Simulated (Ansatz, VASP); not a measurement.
Two plane-wave programs on GaN

```xyz
2
Lattice="0.0000 2.1794 2.2910 2.1794 0.0000 2.2910 2.1794 2.1794 0.0000" Properties=species:S:1:pos:R:3 pbc="T T T"
Ga    0.0000    0.0000    0.0000
N     1.0897    1.0897    1.1455
```

Change from the starting cell: strained cell.

Alike in both runs: functional PBEsol; k mesh 10 × 10 × 10; occupations gaussian, width 0.02 eV; no spin polarisation.

Ansatz relaxed the structure, and its values are those at the end. VASP's run is a single point on that final structure, the one shown.

```csv
,VASP,Ansatz
version,VASP 6.6.1,Ansatz 0.2.0
potentials or method,"VASP PAW PBE potentials, release 64 (Ga_d, N)","scalar-relativistic, plane waves, PAW"
plane-wave cutoff (eV),520,420
valence electrons in the cell,18,18
```

Ansatz gave:

* gap on the k mesh at the Fermi level (eV): 1.89
* least direct gap on the mesh (eV): 1.89
* pressure (GPa): 9.0

What did VASP give for the same quantities?

gap on the k mesh at the Fermi level (eV): 1.91; least direct gap on the mesh (eV): 1.91; pressure (GPa): 8.7.

The functional is the same, so the differences come from potentials, cutoffs and numerics. Ansatz warned: «pseudo_functional_mismatch».

Caveats: the PAW data sets were made with another functional, which shifts forces and pressure a little (VASP).
